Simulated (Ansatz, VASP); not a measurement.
## CdSe, level by level in two programs

```
CELL_PARAMETERS angstrom
0.00000 3.07027 3.07027
3.07027 0.00000 3.07027
3.07027 3.07027 0.00000
ATOMIC_POSITIONS crystal
Cd 0.00000 0.00000 0.00000
Se 0.25000 0.25000 0.25000
```

Measurements of this composition are mostly on another form, of space group No. 186.

Single points on this cell with VASP 6.6.1 and Ansatz 0.2.0. Each row is one pair of runs. Alike in all rows: spin: off; k mesh: 8 × 8 × 8; VASP's potentials, cutoff: VASP PAW PBE potentials, release 64 (Cd, Se), 520 eV.

| level | smearing | Ansatz's potentials, cutoff | gap on the k mesh at the Fermi level (eV), VASP | gap on the k mesh at the Fermi level (eV), Ansatz | least direct gap on the mesh (eV), VASP | least direct gap on the mesh (eV), Ansatz | pressure (GPa), VASP | pressure (GPa), Ansatz |
| --- | --- | --- | --- | --- | --- | --- | --- | --- |
| PBE | fermi-dirac, width 0.05 eV | PseudoDojo standard (PBE files), 1388 eV | 0.55 | 0.55 | 0.55 | 0.55 | 1.6 | 1.3 |
| PBE | fermi-dirac, width 0.05 eV | Ansatz PAW, 420 eV | 0.55 | 0.55 | 0.55 | 0.55 | 1.6 | 1.3 |
| PBE | fermi-dirac, width 0.05 eV | Ansatz PAW polarizable, 420 eV | 0.55 | 0.55 | 0.55 | 0.55 | 1.6 | 1.3 |
| PBE | fermi-dirac, width 0.05 eV | Ansatz PAW earlier set, 580 eV | 0.55 | 0.55 | 0.55 | 0.55 | 1.6 | 1.3 |
| PBE | gaussian, width 0.1 eV | Ansatz PAW, 420 eV | 0.55 | 0.55 | 0.55 | 0.55 | 1.6 | 1.3 |
| PBE | gaussian, width 0.023 eV | Ansatz PAW, 420 eV | 0.55 | 0.55 | 0.55 | 0.55 | 1.6 | 1.3 |
| PBEsol | gaussian, width 0.02 eV | Ansatz PAW, 420 eV | 0.43 | 0.43 | 0.43 | 0.43 | -1.1 | -1.4 |
| RPBE | gaussian, width 0.05 eV | Ansatz PAW, 420 eV | 0.72 | 0.73 | 0.72 | 0.73 | 3.5 | 3.2 |

Gap on the k mesh at the fermi level (eV): the two programs differ by at most 0.002; least direct gap on the mesh (eV): the two programs differ by at most 0.002; pressure (GPa): the two programs differ by at most 0.3.

Caveats: the PAW data sets were made with another functional, which shifts forces and pressure a little (VASP); the PAW data sets come from PBE, with cores solved anew for the run's functional, which leaves a small shift of forces and pressure (Ansatz).
